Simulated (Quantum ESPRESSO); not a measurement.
MoS2, 3 atoms in the cell. Symmetry: P-3m1, No. 164, trigonal system. Conventional cell: a = 3.227 Å, b = 3.227 Å, c = 6.312 Å, α = 90.00°, β = 90.00°, γ = 120.00°. Mo (site symmetry -3m) has 6 S at 2.42 Å as nearest neighbours. S (site symmetry 3m) is surrounded by 3 Mo at 2.42 Å. Measurements of this composition are mostly on another form, of space group No. 194.

- Program: Quantum ESPRESSO 7.5
- Task: relaxation of cell and atoms
- Functional: PBEsol
- Potentials or basis: GBRV 1.5 PBEsol
- Cutoff: 707 eV
- Density cutoff: 5633 eV
- k mesh: 9 × 9 × 4
- Occupations: fermi-dirac, width 0.05 eV
- Spin: no spin polarisation
- Target pressure: 10 GPa
- Mixing beta: 0.5
- Most SCF iterations: 120
- SCF threshold: 6e-10 Ry
- Most ionic steps: 40
- Forc conv thr: 0.0004 Ry/bohr
- Etot conv thr: 1e-05 Ry
- Ion dynamics: bfgs
- Cell dynamics: bfgs
- Press conv thr: 0.3 kbar

Potentials or basis: GBRV 1.5 PBEsol.

The run is started by

```bash
$ OMP_NUM_THREADS=1 mpirun -n 2 pw.x -nk 2 -in pw.in > pw.out
```

Hardware: 2 MPI ranks on Intel(R) Xeon(R) 6975P-C (Granite Rapids), with other jobs on the host.

How long does it take, and how much memory?

Wall time 3.7 min on 2 MPI ranks on Intel(R) Xeon(R) 6975P-C (Granite Rapids) (shared host), peak memory 0.4 GiB a rank. Counts: scf iterations 137, k pools 2, bands 20, ion steps 15, k points 43, g dense 54689.
